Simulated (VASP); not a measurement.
# C (P6_3/mmc) in VASP: further runs

Aim: see how the results for C move with the level of theory and the settings. Levels: rev-vdW-DF2, PBE+D3(BJ). Tasks: relaxation of cell and atoms.

Everything below comes from runs of VASP 6.6.1. Logs are shortened: lines on timing, memory, paths and dates and some standing lists are left out, and cuts for length are marked.

## Step 1: The structure

It takes space group P6_3/mmc (No. 194, hexagonal). Conventional cell: a = 2.467 Å, b = 2.467 Å, c = 7.803 Å, α = 90.00°, β = 90.00°, γ = 120.00°. C (site symmetry -6m2) is surrounded by 3 C at 1.42 Å. C (site symmetry -6m2) is surrounded by 3 C at 1.42 Å.

## Step 2: Relaxation of cell and atoms, rev-vdW-DF2

INCAR

```
SYSTEM = C
AGGAC = 0.0 ; ALGO = Normal
EDIFF = 1E-6 ; EDIFFG = -0.01
ENCUT = 600 ; GGA = MK
IBRION = 2 ; ISIF = 3
ISMEAR = 0 ; LASPH = .True.
LCHARG = .False. ; LREAL = .False.
LUSE_VDW = .True. ; LWAVE = .False.
NELM = 80 ; NSW = 90
PARAM1 = 0.1234 ; PARAM2 = 0.711357
PREC = Accurate ; SIGMA = 0.03
ZAB_VDW = -1.8867
```

KPOINTS

```
k-points
0
Gamma
  12 12 4
  0 0 0
```

POSCAR

```
C
1.0
    2.4672912600      0.0000000000      0.0000000000
   -1.2336456300      2.1367369100      0.0000000000
    0.0000000000      0.0000000000      7.8030730000
C
4
Direct
    0.0000000000      0.0000000000      0.2500000000
    0.0000000000      0.0000000000      0.7500000000
    0.3333333300      0.6666666700      0.2500000000
    0.6666666700      0.3333333300      0.7500000000
```

Potentials or basis: VASP PAW PBE potentials, release 64 (C).

The run is started by

```console
cat potpaw_PBE.64/C/POTCAR > POTCAR
mpirun -np 1 vasp_std > vasp.out
```

OUTCAR:

```text
SYSTEM = C
   EDIFF = 1E-6
   EDIFFG = -0.01
   ENCUT = 600
   GGA = MK
   IBRION = 2
   ISIF = 3
   ISMEAR = 0
   LASPH = .True.
   LREAL = .False.
   NELM = 80
   NSW = 90
   PREC = Accurate

 ion  position               nearest neighbor table
   1  0.000  0.000  0.250-   3 1.42   3 1.42   3 1.42
   2  0.000  0.000  0.750-   4 1.42   4 1.42   4 1.42
   3  0.333  0.667  0.250-   1 1.42   1 1.42   1 1.42
   4  0.667  0.333  0.750-   2 1.42   2 1.42   2 1.42

  LATTYP: Found a hexagonal cell.
 ALAT       =     2.4672912600
 C/A-ratio  =     3.1626071581

  Lattice vectors:

 A1 = (   2.4672912600,   0.0000000000,   0.0000000000)
 A2 = (  -1.2336456300,   2.1367369100,   0.0000000000)
 A3 = (   0.0000000000,   0.0000000000,   7.8030730000)

Analysis of symmetry for initial positions (statically):
=====================================================================
 Subroutine PRICEL returns:
 Original cell was already a primitive cell.

 Routine SETGRP: Setting up the symmetry group for a
 hexagonal supercell.

 Subroutine GETGRP returns: Found 24 space group operations
 (whereof 12 operations were pure point group operations)
 out of a pool of 24 trial point group operations.

The static configuration has the point symmetry D_3d.
 The point group associated with its full space group is D_6h.

Analysis of symmetry for dynamics (positions and initial velocities):
=====================================================================
 Subroutine PRICEL returns:
 Original cell was already a primitive cell.

 Routine SETGRP: Setting up the symmetry group for a
 hexagonal supercell.

 Subroutine GETGRP returns: Found 24 space group operations
 (whereof 12 operations were pure point group operations)
 out of a pool of 24 trial point group operations.

The dynamic configuration has the point symmetry D_3d.
 The point group associated with its full space group is D_6h.

 Subroutine INISYM returns: Found 24 space group operations
 (whereof 12 operations are pure point group operations),
 and found     1 'primitive' translations

----------------------------------------------------------------------------------------

                                     Primitive cell

  volume of cell :      41.1374

  direct lattice vectors                    reciprocal lattice vectors
[... 88 lines left out ...]
   LASPH  =      T    aspherical Exc in radial PAW
   ENCUT  =  600.0 eV  44.10 Ry    6.64 a.u.   4.93  4.93 15.58*2*pi/ulx,y,z
   NELM   =     80;   NELMIN=  2; NELMDL= -5     # of ELM steps
   EDIFF  = 0.1E-05   stopping-criterion for ELM
   LREAL  =      F    real-space projection
   EDIFFG = -.1E-01   stopping-criterion for IOM
   NSW    =     90    number of steps for IOM
   IBRION =      2    ionic relax: 0-MD 1-quasi-New 2-CG
   NFREE  =      1    steps in history (QN), initial steepest desc. (CG)
   ISIF   =      3    stress and relaxation
   ISYM   =      2    0-nonsym 1-usesym 2-fastsym
   POTIM  = 0.5000    time-step for ionic-motion
   TEBEG  =    0.0;   TEEND  =   0.0 temperature during run
   PSTRESS=    0.0 pullay stress
   NELECT =      16.0000    total number of electrons
   NUPDOWN=      -1.0000    fix difference up-down
   EMIN   =  10.00;   EMAX   =-10.00  energy-range for DOS
   EFERMI =   0.00;   METHOD = LEGACY
   ISMEAR =     0;   SIGMA  =   0.03  broadening in eV -4-tet -1-fermi 0-gaus
   EFERMI_NEDOS =   21; number of points for ismear=-14 and -15
   IALGO  =     38    algorithm
   IMIX   =      4    mixing-type and parameters
     AMIX     =   0.40;   BMIX     =  1.00
     AMIX_MAG =   1.60;   BMIX_MAG =  1.00
  volume/ion in A,a.u.               =      10.28        69.40
  Fermi-wavevector in a.u.,A,eV,Ry     =   1.195003  2.258229 19.429568  1.428033
  Thomas-Fermi vector in A             =   2.330979
   LORBIT       =      0    0 simple, 1 ext, 2 COOP (PROOUT), +10 PAW based schemes
   GGA     = MK    functional components
   LHFCALC =     F    Hartree Fock is set to
   AEXX    =    0.0000 exact exchange contribution
   IVDW_NL    =     1    kernel type
   BPARAM     = 6.3000
   IVDW    =     0    specifies the selected vdW correction
   LEPSILON=     F    determine dielectric tensor
   LRPA    =     F    only Hartree local field effects (RPA)
 conjugate gradient relaxation of ions
 non-spin polarized calculation
 Gauss-broadening in eV      SIGMA  =   0.03
  energy-cutoff  :      600.00
  volume of cell :       41.14
 maximum number of plane-waves:      1407
 NGX is ok and might be reduce to    20
   NGX =  9   NGY =  9   NGZ = 31

--------------------------------------- Ionic step        1  -------------------------------------------

 number of electron      16.0000001 magnetization

 Free energy of the ion-electron system (eV)
  ---------------------------------------------------
  ext. energy  EPLUGINS =         0.00000000
  ---------------------------------------------------
  free energy    TOTEN  =       -33.09237894 eV

  energy without entropy =      -33.09179345  energy(sigma->0) =      -33.09208620

------------------------ aborting loop because EDIFF is reached ----------------------------------------

  FORCE on cell =-STRESS in cart. coord.  units (eV):
  Direction    XX          YY          ZZ          XY          YZ          ZX
  --------------------------------------------------------------------------------------
  -------------------------------------------------------------------------------------
  Total       -0.2176012     -0.2176012     -0.6627542     -0.0000000      0.0000000      0.0000000
  in kB       -8.4749021     -8.4749021    -25.8122558     -0.0000000      0.0000000      0.0000000
  external PRESSURE =     -14.2540200 kB  Pullay stress =       0.0000000 kB
[... 830 lines left out ...]
      1     -13.1215      2.00000
      2     -13.0362      2.00000
      3      -5.7996      2.00000
      4      -5.7581      2.00000
      5      -1.9789      2.00000
      6      -1.9647      2.00000
      7      -1.1957      2.00000
      8      -0.4466      2.00000
      9       8.6085      0.00000
     10       8.9958      0.00000
     11      10.8701      0.00000
     12      11.6894      0.00000

 [... further k-points ...]

[... ionic steps 4 to 12 ...]

--------------------------------------- Ionic step       13  -------------------------------------------

 number of electron      16.0000000 magnetization

------------------------ aborting loop because EDIFF is reached ----------------------------------------
[... 75 lines left out ...]
--------------------------------------- Ionic step       15  -------------------------------------------

 number of electron      16.0000000 magnetization

 Free energy of the ion-electron system (eV)
  ---------------------------------------------------
  ext. energy  EPLUGINS =         0.00000000
  ---------------------------------------------------
  free energy    TOTEN  =       -33.17369140 eV

  energy without entropy =      -33.17321174  energy(sigma->0) =      -33.17345157

 E-fermi :   4.7872     XC(G=0): -10.6929

 val. band max:        4.7868060364   @ k =   0.3333   0.3333   0.5000
 cond. band min:       4.7872780928   @ k =   0.3333   0.3333   0.2500
 fundamental gap:      0.0004720564
 Fermi energy:         4.7871945248
[... 395 lines left out ...]
  energy  without entropy=      -33.1732117384  energy(sigma->0) =      -33.17345157

Total vdW correction in eV:      2.0940048

 reached required accuracy - stopping structural energy minimisation
```

It took 8.2 min on 1 thread of Intel Xeon Platinum 8559C (Emerald Rapids), shared host; peak memory 0.35 GiB.

Results:

* Free energy: -33.1737 eV
* Relaxed volume: 8.61 Å³/atom
* Relaxed cell: a = 2.464 Å, b = 2.464 Å, c = 6.551 Å, α = 90.00°, β = 90.00°, γ = 120.00°
* Space group after relaxing (to 0.05 Å): P6_3/mmc (No. 194)
* Energy gained by relaxing: 20.3 meV/atom
* Ionic steps: 15
* Pressure after relaxing: 0.1 GPa
* Band gap on the k mesh: none (metal or under the smearing width)

Step by step:
```csv
step,energy change (eV),largest force (eV/Å),pressure (GPa),volume (Å³)
1,0.0000,0.0000,-1.43,41.14
2,-0.0046,0.0000,0.41,40.59
3,-0.0057,0.0000,1.82,40.20
4,-0.0070,0.0000,1.82,40.12
5,-0.0108,0.0000,1.84,39.89
6,-0.0185,0.0000,1.88,39.42
7,-0.0337,0.0000,2.05,38.48
8,-0.0608,0.0000,2.44,36.61
9,-0.0672,0.0000,4.25,32.87
10,-0.0761,0.0000,3.04,34.86
11,-0.0772,0.0000,3.35,34.19
12,-0.0751,0.0000,-3.87,34.75
13,-0.0813,0.0000,0.08,34.44
14,-0.0813,0.0000,0.14,34.43
15,-0.0813,0.0000,0.11,34.45
```

Final structure:
```xyz
4
Lattice="2.4641 0.0000 0.0000 -1.2321 2.1340 0.0000 0.0000 0.0000 6.5507" Properties=species:S:1:pos:R:3 pbc="T T T"
C     0.0000    0.0000    1.6377
C     0.0000    0.0000    4.9130
C     0.0000    1.4227    1.6377
C     1.2321    0.7113    4.9130
```

Levels at points of the mesh, in eV from the Fermi level:
| k point | band 6 | band 7 | band 8 | band 9 | band 10 | band 11 |
| --- | --- | --- | --- | --- | --- | --- |
| (0.00, 0.00, 0.00) | -3.04 | -3.02 | -3.02 | 4.22 | 8.37 | 8.37 |
| (0.50, 0.00, 0.00) | -6.35 | -2.84 | -2.04 | 1.52 | 2.27 | 7.26 |
| (0.00, 0.00, 0.50) | -3.03 | -3.03 | -3.03 | 7.09 | 7.09 | 8.40 |
| (0.50, 0.00, 0.50) | -6.39 | -2.35 | -2.35 | 1.63 | 1.63 | 7.50 |

Caveat: the volume moved by over 15 % at a fixed basis, so the end points are rough; the PAW data sets were made with another functional, which shifts forces and pressure a little.

[end of part 1 of 2]
